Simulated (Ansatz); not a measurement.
# ZrN: the cost of one run

Method: DFT, PBE, plane-wave PAW, default files, scalar-relativistic, as far as a step names no other, in Ansatz 0.2.0.

## Step 1: The structure to begin with

The structure is cubic, space group Fm-3m (No. 225). The conventional cell has a = 4.568 Å, b = 4.568 Å, c = 4.568 Å, α = 90.00°, β = 90.00°, γ = 90.00°. Zr (site symmetry m-3m) is surrounded by 6 N at 2.28 Å. N (site symmetry m-3m) has 6 Zr at 2.28 Å as nearest neighbours.

Coordinates:

```
Zr N
1.0
     0.00000    2.28423    2.28423
     2.28423    0.00000    2.28423
     2.28423    2.28423    0.00000
Zr N
1 1
Direct
  0.00000 0.00000 0.00000
  0.50000 0.50000 0.50000
```

The earlier run gave: no gap over 0.1 eV on the mesh, largest force 0.000 eV/Å, pressure 4.4 GPa.

Like atoms gathered into sites:

| site | atoms | first shell | V_zz (10²¹ V/m²) | η | C_Q (MHz) |
| --- | --- | --- | --- | --- | --- |
| Zr | 1 | 6 N at 2.28 Å | 0.00 | – | 0 (⁹¹Zr) |
| N | 2 | 6 Zr at 2.28 Å | 0.00 | – | 0 (¹⁴N) |

Conventions: |V_zz| ≥ |V_yy| ≥ |V_xx|, η = (V_xx − V_yy)/V_zz, C_Q = eQV_zz/h. Quadrupole moments are those of Pyykkö's year-2017 table.

## Step 2: Ions relaxed at fixed cell

Input file input.yaml:

```yaml
crystal:
  lattice:
    - [0.0, 2.284235, 2.284235]
    - [2.284235, 0.0, 2.284235]
    - [2.284235, 2.284235, 0.0]
  atoms:
    - { symbol: Zr, position: [0.0, 0.0, 0.0] }
    - { symbol: "N", position: [0.5, 0.5, 0.5] }
kpoints:
  mp_grid: { grid: [18, 18, 18] }
scf:
  occupations: { method: fermi_dirac, width: 0.05 }
hamiltonian:
  xc: pbe
  pseudopotentials: { kind: paw }
output:
  forces: true
  stress: true
  populations: true
  efg:
    quadrupole_moments_barn: { Zr: -0.176, "N": 0.02044 }
    contact_densities: true
  write_density: true
  write_potential: true
  elf: true
  volumetric_format: npy
relax:
  f_tol: 0.02
  max_steps: 60
```

On the command line:

```console
ansatz run input.yaml --threads 1 --pin off --max-ram 3072MiB --backend cpu --events-out ev --progress --plain --runs-dir out
```

Q: Estimate wall time and peak memory on 1 thread of Intel Xeon Platinum 8488C (Sapphire Rapids), shared host.

About 4.9 s, with a peak of 0.44 GiB.
